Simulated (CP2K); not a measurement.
**SnTe under changes of volume**

One of the cells (47.091 Å³/atom); the others are scaled copies at fixed shape and fractional positions:

```xyz
2
Lattice="5.1069 0.0000 0.0000 2.5535 4.4227 0.0000 2.5535 1.4742 4.1698" Properties=species:S:1:pos:R:3 pbc="T T T"
Te    2.5535    1.4742    1.0424
Sn    0.0000    0.0000    0.0000
```

Measurements of this composition are mostly on another form, of space group No. 225.

```yaml
Program: CP2K 2026.2
Functional: PBEsol
Potentials_or_basis: POTENTIAL_UZH Te GTH-PBE-q6, Sn GTH-PBE-q4; TZVP-MOLOPT-PBE-GTH basis
Density_cutoff: 6123 eV
k_mesh: 7 × 7 × 7
Occupations: fermi-dirac, width 0.05 eV
Spin: no spin polarisation
```

```tsv
volume (Å³/atom)	energy over the lowest point (meV/atom)	pressure (GPa)
44.265	?	?
45.207	3.17	0.8
46.149	0.05	0.2
47.091	0.00	-0.3
48.033	2.79	-0.7
48.974	8.17	-1.1
49.916	15.92	-1.5
```

Task: What does the run at 44.265 Å³/atom give?

Result: Energy over the lowest point 9.60 meV/atom; pressure 1.4 GPa.

Worked out: A Birch-Murnaghan fit of order 3 (a polynomial in V^(-2/3)) to the other rows has its minimum at 46.63 Å³/atom with B0 = V·E''(V) = 25 GPa and B' = 3.3. It gives 9.67 meV/atom at 44.265 Å³/atom, against the run's 9.60, and -dE/dV = 1.4 GPa, against 1.4.

Energies are extrapolated to zero smearing.

Caveats: the potentials were made for another functional, which shifts forces and pressure; the basis of atomic orbitals isn't converged, which shifts pressures, moduli and gaps.
